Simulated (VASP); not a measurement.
# AlP (F-43m) in VASP: a series of runs

One crystal, AlP, is run at these levels: PBE+D3(BJ); tasks: single point, relaxation of cell and atoms.

Program: VASP 6.6.1. These are calculated values, not measurements. Logs are shortened: lines on timing, memory, paths and dates and some standing lists are left out, and cuts for length are marked.

**What was measured.**

From a printed reference work, data compilation, for a bulk crystal of AlP at 4.2 K: band gap 2.505 eV (indirect).

The results are compared with them further down.

## 1. The structure

Symmetry: F-43m, No. 216, cubic system. Conventional cell: a = 5.452 Å, b = 5.452 Å, c = 5.452 Å, α = 90.00°, β = 90.00°, γ = 90.00°. Al (site symmetry -43m) has 4 P at 2.36 Å as nearest neighbours. Around P (site symmetry -43m) lie 4 Al at 2.36 Å.

The cell is a database's computed one.

## 2. Single point, PBE+D3(BJ)

INCAR

```
ALGO = Normal ; EDIFF = 1E-6
ENCUT = 520 ; GGA = PE
ISIF = 2 ; ISMEAR = 0
IVDW = 12 ; LASPH = T
LCHARG = T ; LELF = T
LREAL = F ; LVHAR = T
LWAVE = F ; NBANDS = 11
NELM = 80 ; PREC = Accurate
SIGMA = 0.02
```

KPOINTS

```
k-points
0
Gamma
  8 8 8
```

POSCAR

```
AlP
1.0
    0.0000000000      2.7261562357      2.7261562357
    2.7261562357      0.0000000000      2.7261562357
    2.7261562357      2.7261562357      0.0000000000
Al P
1 1
Direct
    0.0000000000      0.0000000000      0.0000000000
    0.7500000000      0.7500000000      0.7500000000
```

Potentials or basis: VASP PAW PBE potentials, release 64 (Al, P).

Command:

```bash
$ cat potpaw_PBE.64/Al/POTCAR potpaw_PBE.64/P/POTCAR > POTCAR
$ mpirun -np 1 vasp_std > vasp.out
```

OUTCAR:

```text
EDIFF = 1E-6
   ENCUT = 520
   GGA = PE
   ISIF = 2
   ISMEAR = 0
   IVDW = 12
   LASPH = T
   LREAL = F
   NELM = 80
   PREC = Accurate
 IVDW          = 12

 ion  position               nearest neighbor table
   1  0.000  0.000  0.000-   2 2.36   2 2.36   2 2.36   2 2.36
   2  0.750  0.750  0.750-   1 2.36   1 2.36   1 2.36   1 2.36

  LATTYP: Found a face centered cubic cell.
 ALAT       =     5.4523124714

  Lattice vectors:

 A1 = (   0.0000000000,   2.7261562357,   2.7261562357)
 A2 = (   2.7261562357,   0.0000000000,   2.7261562357)
 A3 = (   2.7261562357,   2.7261562357,   0.0000000000)

Analysis of symmetry for initial positions (statically):
=====================================================================
 Subroutine PRICEL returns:
 Original cell was already a primitive cell.

 Routine SETGRP: Setting up the symmetry group for a
 face centered cubic supercell.

 Subroutine GETGRP returns: Found 24 space group operations
 (whereof 24 operations were pure point group operations)
 out of a pool of 48 trial point group operations.

The static configuration has the point symmetry T_d .

Analysis of symmetry for dynamics (positions and initial velocities):
=====================================================================
 Subroutine PRICEL returns:
 Original cell was already a primitive cell.

 Routine SETGRP: Setting up the symmetry group for a
 face centered cubic supercell.

 Subroutine GETGRP returns: Found 24 space group operations
 (whereof 24 operations were pure point group operations)
 out of a pool of 48 trial point group operations.

The dynamic configuration has the point symmetry T_d .

 Subroutine INISYM returns: Found 24 space group operations
 (whereof 24 operations are pure point group operations),
 and found     1 'primitive' translations

----------------------------------------------------------------------------------------

                                     Primitive cell

  volume of cell :      40.5212

  direct lattice vectors                    reciprocal lattice vectors
     0.000000000  2.726156236  2.726156236    -0.183408417  0.183408417  0.183408417
     2.726156236  0.000000000  2.726156236     0.183408417 -0.183408417  0.183408417
     2.726156236  2.726156236  0.000000000     0.183408417  0.183408417 -0.183408417

  length of vectors
     3.855367122  3.855367122  3.855367122     0.317672697  0.317672697  0.317672697

  position of ions in fractional coordinates (direct lattice)
     0.000000000  0.000000000  0.000000000
     0.750000000  0.750000000  0.750000000

  ion indices of the primitive-cell ions
   primitive index   ion index
                 1           1
                 2           2

----------------------------------------------------------------------------------------

 KPOINTS: k-points

Automatic generation of k-mesh.
 Grid dimensions read from file:
 generate k-points for:    8    8    8

 Generating k-lattice:

  Cartesian coordinates                     Fractional coordinates (reciprocal lattice)
    -0.022926052  0.022926052  0.022926052     0.125000000  0.000000000  0.000000000
     0.022926052 -0.022926052  0.022926052     0.000000000  0.125000000  0.000000000
     0.022926052  0.022926052 -0.022926052     0.000000000  0.000000000  0.125000000

  Length of vectors
     0.039709087  0.039709087  0.039709087

  Shift w.r.t. Gamma in fractional coordinates (k-lattice)
     0.000000000  0.000000000  0.000000000

 Subroutine IBZKPT returns following result:
 ===========================================

 Found     29 irreducible k-points:

 Following reciprocal coordinates:
            Coordinates               Weight
  0.000000  0.000000  0.000000      1.000000
  0.125000  0.000000  0.000000      8.000000
  0.250000  0.000000  0.000000      8.000000
  0.375000  0.000000  0.000000      8.000000
  0.500000  0.000000  0.000000      4.000000
  0.125000  0.125000  0.000000      6.000000
[... 16 lines left out ...]
  0.500000  0.250000  0.125000     48.000000
 -0.375000  0.250000  0.125000     24.000000
 [... further k-points ...]
   k-points           NKPTS =     29   k-points in BZ     NKDIM =     29   number of bands    NBANDS=     11
   number of dos      NEDOS =    301   number of ions     NIONS =      2
   total plane-waves  NPLWV =  27000
   dimension x,y,z NGX =    30 NGY =   30 NGZ =   30
   dimension x,y,z NGXF=    60 NGYF=   60 NGZF=   60
   ions per type =               1   1
   NGX,Y,Z   is equivalent  to a cutoff of  12.94, 12.94, 12.94 a.u.
   NGXF,Y,Z  is equivalent  to a cutoff of  25.87, 25.87, 25.87 a.u.
 SYSTEM =  unknown system
   PREC   = accura    normal or accurate (medium, high low for compatibility)
   ISTART =      0    job   : 0-new  1-cont  2-samecut
   ICHARG =      2    charge: 1-file 2-atom 10-const
   ISPIN  =      1    spin polarized calculation?
   LNONCOLLINEAR =      F non collinear calculations
   LSORBIT =      F    spin-orbit coupling
   LASPH  =      T    aspherical Exc in radial PAW
   ENCUT  =  520.0 eV  38.22 Ry    6.18 a.u.   7.17  7.17  7.17*2*pi/ulx,y,z
   NELM   =     80;   NELMIN=  2; NELMDL= -5     # of ELM steps
   EDIFF  = 0.1E-05   stopping-criterion for ELM
   LREAL  =      F    real-space projection
   EDIFFG = 0.1E-04   stopping-criterion for IOM
   NSW    =      0    number of steps for IOM
   IBRION =     -1    ionic relax: 0-MD 1-quasi-New 2-CG
   NFREE  =      0    steps in history (QN), initial steepest desc. (CG)
   ISIF   =      2    stress and relaxation
   ISYM   =      2    0-nonsym 1-usesym 2-fastsym
   POTIM  = 0.5000    time-step for ionic-motion
   TEBEG  =    0.0;   TEEND  =   0.0 temperature during run
   PSTRESS=    0.0 pullay stress
   NELECT =       8.0000    total number of electrons
   NUPDOWN=      -1.0000    fix difference up-down
   EMIN   =  10.00;   EMAX   =-10.00  energy-range for DOS
   EFERMI =   0.00;   METHOD = LEGACY
   ISMEAR =     0;   SIGMA  =   0.02  broadening in eV -4-tet -1-fermi 0-gaus
   EFERMI_NEDOS =   21; number of points for ismear=-14 and -15
   IALGO  =     38    algorithm
   IMIX   =      4    mixing-type and parameters
     AMIX     =   0.40;   BMIX     =  1.00
     AMIX_MAG =   1.60;   BMIX_MAG =  1.00
  volume/ion in A,a.u.               =      20.26       136.73
  Fermi-wavevector in a.u.,A,eV,Ry     =   0.953259  1.801398 12.363642  0.908702
  Thomas-Fermi vector in A             =   2.081897
   LORBIT       =      0    0 simple, 1 ext, 2 COOP (PROOUT), +10 PAW based schemes
   GGA     = PE    functional components
   LHFCALC =     F    Hartree Fock is set to
   AEXX    =    0.0000 exact exchange contribution
   IVDW    =    12    specifies the selected vdW correction
   LEPSILON=     F    determine dielectric tensor
   LRPA    =     F    only Hartree local field effects (RPA)
 non-spin polarized calculation
 Gauss-broadening in eV      SIGMA  =   0.02
  energy-cutoff  :      520.00
  volume of cell :       40.52
 maximum number of plane-waves:      1106
 NGX is ok and might be reduce to    30
   NGX = 15   NGY = 15   NGZ = 15

 number of electron       7.9999999 magnetization

 Free energy of the ion-electron system (eV)
  ---------------------------------------------------
  ext. energy  EPLUGINS =         0.00000000
  ---------------------------------------------------
  free energy    TOTEN  =       -10.36731839 eV

  energy without entropy =      -10.36731839  energy(sigma->0) =      -10.36731839

 E-fermi :   4.7840     XC(G=0):  -9.2253

 val. band max:        4.6191820834   @ k =   0.0000   0.0000   0.0000
 cond. band min:       6.1901488808   @ k =   0.5000   0.5000   0.0000
 fundamental gap:      1.5709667974
 Fermi energy:         4.7839671599

 k-point     1 :       0.0000    0.0000    0.0000
  band No.  band energies     occupation
      1      -6.9104      2.00000
      2       4.6192      2.00000
      3       4.6192      2.00000
      4       4.6192      2.00000
      5       7.9614      0.00000
      6       9.1867      0.00000
      7       9.1867      0.00000
      8       9.1867      0.00000
      9      13.4589      0.00000
     10      13.4589      0.00000
     11      14.9399      0.00000

 k-point     2 :       0.1250    0.0000    0.0000
  band No.  band energies     occupation
      1      -6.7373      2.00000
      2       3.3952      2.00000
      3       4.4704      2.00000
      4       4.4704      2.00000
      5       8.3585      0.00000
      6       9.4714      0.00000
      7       9.4714      0.00000
      8       9.7309      0.00000
      9      12.9693      0.00000
     10      12.9693      0.00000
     11      15.5713      0.00000

 k-point     3 :       0.2500    0.0000    0.0000
  band No.  band energies     occupation
      1      -6.2496      2.00000
      2       1.4386      2.00000
      3       4.1751      2.00000
      4       4.1751      2.00000
      5       7.9652      0.00000
      6       9.7763      0.00000
      7       9.7763      0.00000
      8      11.5839      0.00000
      9      12.9502      0.00000
     10      12.9502      0.00000
     11      15.0134      0.00000
[... 267 lines left out ...]
 k-point    23 :       0.5000    0.2500    0.1250
  band No.  band energies     occupation
      1      -5.2354      2.00000
      2      -0.0015      2.00000
      3       2.1496      2.00000
      4       3.3173      2.00000
      5       8.5798      0.00000
      6       9.4284      0.00000
      7      10.6739      0.00000
      8      11.7459      0.00000
      9      14.1265      0.00000
     10      15.9963      0.00000
     11      17.4760      0.00000

 k-point    24 :      -0.3750    0.2500    0.1250
  band No.  band energies     occupation
      1      -4.9058      2.00000
      2      -0.5653      2.00000
      3       2.0155      2.00000
      4       3.1290      2.00000
      5       8.5758      0.00000
      6       9.1627      0.00000
      7      11.5273      0.00000
      8      12.3433      0.00000
      9      13.6436      0.00000
     10      16.1092      0.00000
     11      17.3914      0.00000

 [... further k-points ...]

------------------------ aborting loop because EDIFF is reached ----------------------------------------

 Edisp (eV)   -0.61898

 E8    (eV) :    -0.2562

  FORCE on cell =-STRESS in cart. coord.  units (eV):
  Direction    XX          YY          ZZ          XY          YZ          ZX
  --------------------------------------------------------------------------------------
  -------------------------------------------------------------------------------------
  Total      -0.02518    -0.02518    -0.02518     0.00000    -0.00000    -0.00000
  in kB      -0.99568    -0.99568    -0.99568     0.00000    -0.00000    -0.00000
  external pressure =       -1.00 kB  Pullay stress =        0.00 kB

 VOLUME and BASIS-vectors are now :
 -----------------------------------------------------------------------------
  energy-cutoff  :      520.00
  volume of cell :       40.52
      direct lattice vectors                 reciprocal lattice vectors
     0.000000000  2.726156236  2.726156236    -0.183408417  0.183408417  0.183408417
     2.726156236  0.000000000  2.726156236     0.183408417 -0.183408417  0.183408417
     2.726156236  2.726156236  0.000000000     0.183408417  0.183408417 -0.183408417

 POSITION                                       TOTAL-FORCE (eV/Angst)
 -----------------------------------------------------------------------------------
      0.00000      0.00000      0.00000        -0.000000      0.000000     -0.000000
      4.08923      4.08923      4.08923         0.000000     -0.000000      0.000000
 -----------------------------------------------------------------------------------
    total drift:                                0.000000      0.000000      0.000000

  FREE ENERGIE OF THE ION-ELECTRON SYSTEM (eV)
  ---------------------------------------------------
  free  energy   TOTEN  =       -10.9862960424 eV

  energy  without entropy=      -10.9862960424  energy(sigma->0) =      -10.98629604
```

Wall time 38 s (1 thread of AMD EPYC, shared host); peak memory 0.14 GiB.

Results:

| Property | Result |
| --- | --- |
| Free energy | -10.9863 eV |
| Pressure | -0.1 GPa |
| Band gap on the k mesh | 1.57 eV, indirect (least direct gap 3.34 eV) |
| Dispersion energy per atom | -0.309 eV |

## 3. Relaxation of cell and atoms, PBE+D3(BJ)

This run uses another cell than the first one, of 20.49 Å³/atom, 1.011 times its volume.

INCAR

```
SYSTEM = AlP
ALGO = Normal
EDIFF = 1E-6
EDIFFG = -0.01
ENCUT = 600
GGA = PE
IBRION = 2
ISIF = 3
ISMEAR = 0
IVDW = 12
LASPH = .True.
LCHARG = .False.
LREAL = .False.
LWAVE = .False.
NELM = 80
NSW = 100
PREC = Accurate
SIGMA = 0.02
```

KPOINTS

```
k-points
0
Gamma
  8 8 8
  0 0 0
```

POSCAR

```
AlP
1.0
    0.0000000000      2.7364838100      2.7364838100
    2.7364838100      0.0000000000      2.7364838100
    2.7364838100      2.7364838100      0.0000000000
Al P
1 1
Direct
    0.0000000000      0.0000000000      0.0000000000
    0.7500000000      0.7500000000      0.7500000000
```

Potentials or basis: VASP PAW PBE potentials, release 64 (Al, P).

Command:

```bash
$ cat potpaw_PBE.64/Al/POTCAR potpaw_PBE.64/P/POTCAR > POTCAR
$ mpirun -np 1 vasp_std > vasp.out
```

Wall time 53 s (1 thread of AMD EPYC, shared host); peak memory 0.15 GiB.

The run converged. Its results:

- Free energy: -10.9866 eV
- Relaxed volume: 20.24 Å³/atom
- Relaxed cell: a = 3.854 Å, b = 3.854 Å, c = 3.854 Å, α = 60.00°, β = 60.00°, γ = 60.00°
- Space group after relaxing (to 0.05 Å): F-43m (No. 216)
- Energy gained by relaxing: 0.9 meV/atom
- Ionic steps: 3
- Pressure after relaxing: 0.0 GPa
- Band gap on the k mesh: 1.57 eV, indirect (least direct gap 3.35 eV)
- Dispersion energy per atom: -0.310 eV

The path:
```csv
step,energy change (eV),largest force (eV/Å),pressure (GPa),volume (Å³)
1,0.0000,0.0000,-1.07,40.98
2,-0.0011,0.0000,0.68,40.18
3,-0.0017,0.0000,0.00,40.48
```

Final structure:
```yaml
crystal:
  lattice:
    - [0.00000, 2.72516, 2.72516]
    - [2.72516, 0.00000, 2.72516]
    - [2.72516, 2.72516, 0.00000]
  atoms:
    - { symbol: Al, position: [0.00000, 0.00000, 0.00000] }
    - { symbol: P, position: [0.75000, 0.75000, 0.75000] }
```

Levels at points of the mesh, in eV from the valence-band top:
```tsv
k point	band 1	band 2	band 3	band 4	band 5	band 6	band 7	band 8
(0.00, 0.00, 0.00)	-11.54	0.00	0.00	0.00	3.35	4.57	4.57	4.57
(0.50, 0.00, 0.00)	-9.84	-5.55	-0.77	-0.77	2.84	4.82	4.82	8.29
(0.50, 0.50, 0.00)	-9.18	-5.33	-2.11	-2.11	1.57	2.47	11.12	11.12
```

A k mesh can miss the band edges.

## 4. Single point, PBE+D3(BJ)

This run uses another cell than the first one, of 20.49 Å³/atom, 1.011 times its volume.

INCAR

```
ALGO = Normal
EDIFF = 1E-6
ENCUT = 520
GGA = PE
ISIF = 2
ISMEAR = 0
IVDW = 12
LASPH = T
LCHARG = F
LREAL = F
LWAVE = F
NBANDS = 11
NELM = 100
PREC = Accurate
SIGMA = 0.1
```

KPOINTS

```
k-points
0
Gamma
  6 6 6
```

POSCAR is that of step 3.

Command:

```bash
$ cat potpaw_PBE.64/Al/POTCAR potpaw_PBE.64/P/POTCAR > POTCAR
$ mpirun -np 1 vasp_std > vasp.out
```

It took 21 s on 1 thread of AMD EPYC, shared host; peak memory 0.13 GiB.

Results (log left out):

| Quantity | Value |
| --- | --- |
| Free energy | -10.9770 eV |
| Pressure | -1.0 GPa |
| Band gap on the k mesh | 1.59 eV, indirect (least direct gap 3.24 eV) |
| Dispersion energy per atom | -0.306 eV |

Levels at points of the mesh, in eV from the valence-band top:
```
           k point  band 1  band 2  band 3  band 4  band 5  band 6  band 7  band 8  band 9
(0.00, 0.00, 0.00)  -11.47    0.00    0.00    0.00    3.24    4.55    4.55    4.55    8.82
(0.50, 0.00, 0.00)   -9.80   -5.50   -0.76   -0.76    2.79    4.81    4.81    8.25   11.51
(0.50, 0.50, 0.00)   -9.15   -5.29   -2.09   -2.09    1.59    2.47   11.01   11.01   11.99
```

## 5. Summary

| task | cell | k mesh | cutoff (eV) | smearing | gap on the mesh (eV) | pressure (GPa) |
| --- | --- | --- | --- | --- | --- | --- |
| single point | F-43m, 20.26 Å³/atom | 8 × 8 × 8 | 520 | gaussian 0.02 eV | 1.57 | -0.1 |
| relaxation of cell and atoms | relaxed | 8 × 8 × 8 | 600 | gaussian 0.02 eV | 1.57 | 0.0 |
| single point | F-43m, 20.49 Å³/atom | 6 × 6 × 6 | 520 | gaussian 0.1 eV | 1.59 | -1.0 |

Alike in all rows: level PBE+D3(BJ); potentials or basis VASP PAW PBE potentials, release 64 (Al, P); no spin polarisation.

Total energies depend on the potentials used, so only differences within one code and one set of settings carry meaning.

## 6. How close it comes

Step 2. Against the measured gap of AlP, 2.505 eV (indirect; 4.2 K; a printed reference work, data compilation), the calculated 1.57 eV is off by -0.93 eV. The value is that of PBE+D3(BJ) on a finite k mesh, which can miss the band edges, without temperature or zero-point motion. Semilocal functionals fall short of measured gaps as a rule. The cell is a database's relaxed one, not the measured one, which moves gaps too.

Step 4. Measured gap of AlP: 2.505 eV (indirect; 4.2 K; a printed reference work, data compilation). This calculation gives 1.59 eV (-0.91 eV). The value is that of PBE+D3(BJ) on a finite k mesh, which can miss the band edges, without temperature or zero-point motion. Semilocal functionals fall short of measured gaps as a rule. The cell is a database's relaxed one, not the measured one, which moves gaps too.
